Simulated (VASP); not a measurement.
## KCl in VASP 6.6.1, single-point calculation

INCAR

```
SIGMA = 0.02
NBANDS = 9
LWAVE = .FALSE.
NSW = 0
LCHARG = .FALSE.
EDIFF = 1E-7
IBRION = -1
ISIF = 2
LASPH = .TRUE.
NELM = 70
GGA = PE
LREAL = .FALSE.
ENCUT = 520
PREC = Accurate
ISMEAR = -1
```

KPOINTS

```
KPOINTS created by Atomic Simulation Environment
0
Gamma
8 8 8
0 0 0
```

POSCAR

```
K  Cl
 1.0000000000000000
     0.0000000000000000    3.1448483195468158    3.1448483195468158
     3.1448483195468158    0.0000000000000000    3.1448483195468158
     3.1448483195468158    3.1448483195468158    0.0000000000000000
 K   Cl
   1   1
Cartesian
 -0.0000000000000000 -0.0000000000000000 -0.0000000000000000
  3.1448483195468158  3.1448483195468158  3.1448483195468158
```

The recommended PBE PAW datasets give the neutral cell 16 valence electrons.

Command

```
mpirun -np 1 vasp_std
```

Problem. How does this run end, and what does it give?

Solution. It converged. Results: gap between bands v and c on the k mesh 5.19 eV; least direct gap on the k mesh 5.19 eV; pressure 0.8 GPa. Band v is the last that the valence electrons fill when counted band by band, and c is the next.

OSZICAR

```
N       E                     dE             d eps       ncg     rms          rms(c)
DAV:   1     0.116556345316E+03    0.11656E+03   -0.74808E+03   522   0.159E+03
DAV:   2    -0.305735618394E+00   -0.11686E+03   -0.11176E+03   758   0.338E+02
DAV:   3    -0.686287695011E+01   -0.65571E+01   -0.65191E+01   580   0.783E+01
DAV:   4    -0.708893749173E+01   -0.22606E+00   -0.22576E+00   810   0.126E+01
DAV:   5    -0.709415420166E+01   -0.52167E-02   -0.52154E-02   631   0.164E+00    0.334E+00
DAV:   6    -0.680369684834E+01    0.29046E+00   -0.74797E-01   556   0.547E+00    0.271E+00
DAV:   7    -0.678958358842E+01    0.14113E-01   -0.19656E-01   710   0.306E+00    0.164E+00
DAV:   8    -0.680175761472E+01   -0.12174E-01   -0.19468E-02   556   0.169E+00    0.209E-01
DAV:   9    -0.680252765629E+01   -0.77004E-03   -0.16585E-03   599   0.336E-01    0.120E-01
DAV:  10    -0.680334900358E+01   -0.82135E-03   -0.94008E-04   527   0.304E-01    0.949E-03
DAV:  11    -0.680336794821E+01   -0.18945E-04   -0.49799E-05   780   0.563E-02    0.592E-03
DAV:  12    -0.680337137262E+01   -0.34244E-05   -0.32424E-06   549   0.185E-02    0.254E-03
DAV:  13    -0.680337236366E+01   -0.99104E-06   -0.17248E-06   540   0.133E-02    0.102E-03
DAV:  14    -0.680337235993E+01    0.37253E-08   -0.84423E-08   337   0.336E-03
   1 F= -.68033724E+01 E0= -.68033724E+01  d E =-.139216E-12
```

For comparison, a separate PBE run of the intended cell, on usual settings and not on those above, gives a gap of 5.19 eV on its mesh and a pressure of 0.8 GPa.
